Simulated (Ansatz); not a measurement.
# Rh in Ansatz: the effect of functional

Crystal: Rh.

```
CELL_PARAMETERS angstrom
0.00000 1.93507 1.93507
1.93507 0.00000 1.93507
1.93507 1.93507 0.00000
ATOMIC_POSITIONS crystal
Rh 0.00000 0.00000 0.00000
```

The cell isn't the ideal one: volume scaled by 1.06.

Alike in all runs:

| Item | Value |
| --- | --- |
| Program | Ansatz 0.2.0 |
| Task | single point |
| Potentials or basis | Ansatz PAW |
| k mesh | 12 × 12 × 12 |
| Occupations | fermi-dirac, width 0.05 eV |
| Spin | no spin polarisation |

**Question.** One run gave: pressure -23.2 GPa. Which functional did it use?
A. r2SCAN
B. PBE
C. LDA

**Answer.** C.

| functional | cutoff | pressure (GPa) |
| --- | --- | --- |
| LDA | 420 eV (not typed: the program's choice for these potentials) | -23.2 |
| r2SCAN | 500 eV (not typed: the program's choice for these potentials) | -13.5 |
| PBE | 420 eV (not typed: the program's choice for these potentials) | -7.6 |

Caveats: the PAW data sets come from PBE, with cores solved anew for the run's functional, which leaves a small shift of forces and pressure (some runs).
